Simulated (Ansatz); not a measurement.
Crystal: CoO.

```xyz
4
Lattice="-1.4142 2.4495 2.7217 2.8285 0.0000 2.7217 1.4142 2.4495 0.0000" Properties=species:S:1:pos:R:3 pbc="T T T"
Co    1.4142    2.4495    1.3609
Co    1.4142    2.4495    4.0826
O     0.0000    3.2660    2.7217
O     1.4142    0.8165    2.7217
```

The cell was built by a generator and needn't be a form met in nature.

The cell isn't the ideal one: another cell of the same crystal, with 4 atoms.

Base run:

```yaml
Program: Ansatz 0.2.0
Functional: PBE
Potentials_or_basis: Ansatz PAW
Cutoff: "420 eV (not typed: the program's choice for these potentials)"
k_mesh: 8 × 8 × 8
Occupations: fermi-dirac, width 0.05 eV
Spin: collinear spin, antiferromagnetic start
Starting_moments: "[3.5, -3.5, 0.0, 0.0] μB"
```

Its results: band gap on the k mesh none (metal or under the smearing width); pressure 1.2 GPa; net moment 0.00 μB per cell; site moments Co +2.29, -2.29; O -0.00 μB.

**Question.** The run is repeated on the same cell with these changes: spin from collinear spin, antiferromagnetic start to collinear spin, ferromagnetic start; moments at the start from [3.5, -3.5, 0.0, 0.0] to [2.0, 2.0, 0.0, 0.0]. What comes out?

**Answer.** Band gap on the k mesh none (metal or under the smearing width); pressure 0.1 GPa; net moment 6.00 μB per cell; site moments Co +2.50; O +0.42 μB.

Caveats: semilocal functionals often make such compounds metallic where correlation or magnetic order opens a gap, which also shifts bond lengths.
